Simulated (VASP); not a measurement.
Runs of VASP 6.6.1 on C. Symmetry: Pm-3m, No. 221, cubic system. The conventional cell has a = 2.620 Å, b = 2.620 Å, c = 2.620 Å, α = 90.00°, β = 90.00°, γ = 90.00°. C (site symmetry 4/mmm) has 8 C at 1.85 Å as nearest neighbours. The cell was built by a generator and needn't be a form met in nature.

| level | potentials or basis | other keys | gap on the mesh (eV) | pressure (GPa) | relaxed volume (Å³/atom) |
| --- | --- | --- | --- | --- | --- |
| rev-vdW-DF2 | VASP PAW PBE potentials, release 64 (C) | - | none | 0.2 | 6.13 |
| LDA | VASP PAW LDA potentials, release 64 (C) | AMIX = 0.2; BMIX = 0.0001; AMIX_MAG = 0.8; BMIX_MAG = 0.0001; … | none | 0.0 | (a) |
| RPBE | VASP PAW PBE potentials, release 64 (C) | - | none | 0.0 | (b) |
| BLYP | VASP PAW PBE potentials, release 64 (C) | - | none | 0.1 | 6.75 |
| PW91 | VASP PAW PBE potentials, release 64 (C) | - | none | 0.1 | 6.16 |

Alike in all rows: task relaxation of cell and atoms; no spin polarisation; cell relaxed; k mesh 10 × 10 × 10; cutoff (eV) 600; smearing fermi-dirac 0.05 eV.

Problem. Fill in the values left out.

Solution. (a) 5.61; (b) 6.26.

Caveats: the PAW data sets were made with another functional, which shifts forces and pressure a little (some runs).

A gap of «none» marks a metal or a gap under the smearing width.

Runs at the PBE level aren't shown here.
